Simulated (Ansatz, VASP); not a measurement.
## Two plane-wave programs on GaAs

INCAR

```
  PREC = Accurate
  ENCUT = 520
  EDIFF = 1E-6
  ISMEAR = -1
  SIGMA = 0.02
  LREAL = F
  LASPH = T
  NELM = 60
  ALGO = Normal
  ISIF = 2
  LWAVE = F
  LCHARG = T
  GGA = PE
  LELF = T
  LVHAR = T
  NBANDS = 16
```

Contents of KPOINTS:

```
Automatic mesh
0
Gamma
  8 8 8
```

Contents of POSCAR:

```
GaAs
1.0
    3.3286687127      0.0000000000      0.0000000000
    0.0000000000      3.3286687127      0.0000000000
    0.0000000000      0.0000000000      3.3286687127
Ga As
1 1
Direct
    0.0000000000      0.0000000000      0.0000000000
    0.5000000000      0.5000000000      0.5000000000
```

Input for Ansatz:

```yaml
crystal:
  lattice:
    - [3.3286687127, 0.0, 0.0]
    - [0.0, 3.3286687127, 0.0]
    - [0.0, 0.0, 3.3286687127]
  atoms:
    - { symbol: Ga, position: [0.0, 0.0, 0.0] }
    - { symbol: As, position: [0.5, 0.5, 0.5] }
kpoints:
  mp_grid: { grid: [8, 8, 8] }
  band_path:
    path:
      - [[0.0, 0.0, 0.0], [-6.806139445324e-51, 0.5, 1.928628840958e-35], [0.5, 0.5, 9.14888406111e-53], [0.0, 0.0, 0.0], [0.5, 0.5, 0.5], [-6.806139445324e-51, 0.5, 1.928628840958e-35]]
      - [[0.5, 0.5, 0.5], [0.5, 0.5, 9.14888406111e-53]]
    npoints: 10
hamiltonian:
  xc: pbe
scf:
  occupations: { method: fermi_dirac, width: 0.02 }
  n_extra_bands: 4
output:
  forces: true
  stress: true
  eigenvalues: true
  write_density: true
  write_potential: true
  elf: true
  volumetric_format: npy
```

The cell was built by a generator and needn't be a form met in nature.

Alike in both runs: task single point; functional PBE; k mesh 8 × 8 × 8; occupations fermi-dirac, width 0.02 eV; no spin polarisation.

```csv
,VASP,Ansatz
version,VASP 6.6.1,Ansatz 0.2.0
potentials or method,"VASP PAW PBE potentials, release 64 (Ga_d, As)","plane waves, PAW"
plane-wave cutoff (eV),520,420
valence electrons in the cell,18,28
```

```csv
,VASP,Ansatz,Ansatz less VASP
pressure (GPa),2.5,2.1,-0.44
```

The two sets of potentials don't hold the same shells in valence.
